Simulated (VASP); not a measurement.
**SnTe: RPA correlation energy with PBE**

The system is SnTe.

```
Te Sn
1.0
     3.90470    0.00000    0.00000
     0.00000    3.90470    0.00000
     0.00000    0.00000    3.90470
Te Sn
1 1
Direct
  0.50000 0.50000 0.50000
  0.00000 0.00000 0.00000
```

Measurements of this composition are mostly on another form, of space group No. 225.

```
Program                         : VASP 6.6.1
Task                            : RPA correlation energy
Functional                      : PBE
Potentials or basis             : VASP PAW PBE potentials, release 64 (Te_GW, Sn_d_GW)
Cutoff                          : 350 eV
k mesh                          : 3 × 3 × 3
Occupations                     : gaussian, width 0.05 eV
Spin                            : no spin polarisation
Cutoff of the response function : 200
Frequency points                : 12
Further INCAR settings          : ALGO = ACFDT; EDIFF = 1e-08; NBANDS = 895
```

```json
{
  "Band gap on the k mesh, mean-field level": "0.57 eV, indirect (least direct gap 2.11 eV)",
  "RPA correlation energy": "-14.007 eV/atom",
  "RPA total energy per cell": "-41.555 eV",
  "RPA correlation energy per cell": "-28.013 eV"
}
```

Levels at points of the mesh, in eV from the valence-band top:
```csv
k point,band 8,band 9,band 10,band 11,band 12,band 13
"(0.00, 0.00, 0.00)",-1.61,-1.61,-1.61,3.68,3.68,5.41
```

It took 20 min on 1 thread of AMD EPYC 7R43 64-Core Processor (Zen 3), on a shared host, peak memory 0.48 GiB.

Caveat: the k mesh is coarse (spacing up to 0.54 Å⁻¹), so the values aren't converged; spin-orbit coupling is left out, which moves the levels of the heavy elements; an odd mesh through Γ misses points on the zone boundary, where band edges often lie.
